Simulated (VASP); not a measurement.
**NaCl: relaxation of cell and atoms with PBEsol**

NaCl:

```xyz
2
Lattice="2.9984 0.0000 0.0000 0.0000 2.9984 0.0000 0.0000 0.0000 2.9984" Properties=species:S:1:pos:R:3 pbc="T T T"
Na    0.0000    0.0000    0.0000
Cl    1.4992    1.4992    1.4992
```

Measurements of this composition are mostly on another form, of space group No. 225.

```json
{"Program": "VASP 6.6.1", "Task": "relaxation of cell and atoms", "Functional": "PBEsol", "Potentials or basis": "VASP PAW PBE potentials, release 64 (Na_pv, Cl)", "Cutoff": "600 eV", "k mesh": "8 × 8 × 8", "Occupations": "gaussian, width 0.02 eV", "Spin": "no spin polarisation", "Target pressure": "32 GPa", "Dipole correction": "no", "Further INCAR settings": "ALGO = Normal; EDIFF = 1e-06; IBRION = 2; EDIFFG = -0.002; NSW = 100; ISIF = 3"}
```

* Relaxed volume: 13.50 Å³/atom
* Relaxed cell: a = 3.000 Å, b = 3.000 Å, c = 3.000 Å, α = 90.00°, β = 90.00°, γ = 90.00°
* Space group after relaxing (to 0.05 Å): Pm-3m (No. 221)
* Energy change on relaxing (the enthalpy is what falls): -4.4 meV/atom
* Ionic steps: 9
* Pressure after relaxing: 32.0 GPa
* Band gap on the k mesh: 4.71 eV, direct

Step by step:
| step | energy change (eV) | largest force (eV/Å) | pressure (GPa) | volume (Å³) |
| --- | --- | --- | --- | --- |
| 1 | 0.0000 | 0.0000 | 32.31 | 26.96 |
| 2 | -0.0201 | 0.0000 | 31.67 | 27.06 |
| 3 | -0.0097 | 0.0000 | 32.02 | 27.01 |
| 4 | -0.0104 | 0.0000 | 32.05 | 27.01 |
| 5 | -0.0153 | 0.0000 | 31.84 | 27.03 |
| 6 | -0.0115 | 0.0000 | 31.93 | 27.02 |
| 7 | -0.0109 | 0.0000 | 31.92 | 27.01 |
| 8 | -0.0107 | 0.0000 | 31.97 | 27.01 |
| 9 | -0.0087 | 0.0000 | 32.02 | 27.00 |

Final structure:
```cif
data_structure
_symmetry_space_group_name_H-M 'P 1'
_symmetry_Int_Tables_number 1
_cell_length_a 3.0000
_cell_length_b 3.0000
_cell_length_c 3.0000
_cell_angle_alpha 90.000
_cell_angle_beta 90.000
_cell_angle_gamma 90.000
_cell_volume 27.00
loop_
_atom_site_label
_atom_site_type_symbol
_atom_site_fract_x
_atom_site_fract_y
_atom_site_fract_z
_atom_site_occupancy
Na1 Na 0.00000 0.00000 0.00000 1
Cl1 Cl 0.50000 0.50000 0.50000 1
```

Levels at points of the mesh, in eV from the valence-band top:
| k point | band 3 | band 4 | band 5 | band 6 | band 7 | band 8 | band 9 | band 10 | band 11 |
| --- | --- | --- | --- | --- | --- | --- | --- | --- | --- |
| (0.00, 0.00, 0.00) | -22.13 | -15.83 | -1.04 | -1.04 | -1.04 | 6.07 | 7.22 | 7.22 | 17.44 |
| (0.50, 0.00, 0.00) | -22.11 | -14.62 | -5.80 | -0.61 | -0.61 | 8.43 | 9.67 | 12.20 | 12.56 |
| (0.50, 0.50, 0.00) | -22.09 | -13.97 | -4.49 | -4.49 | 0.00 | 4.71 | 10.48 | 12.84 | 12.84 |
| (0.50, 0.50, 0.50) | -22.26 | -13.09 | -3.91 | -3.91 | -3.91 | 6.49 | 6.49 | 6.49 | 15.56 |

Run time: 10 s on 1 thread of Intel(R) Xeon(R) 6975P-C (Granite Rapids), on a shared host, peak memory 0.12 GiB.

Caveat: the cell is relaxed towards a set pressure, so the enthalpy falls and the energy may rise; the PAW data sets were made with another functional, which shifts forces and pressure a little. A k mesh can miss the band edges.
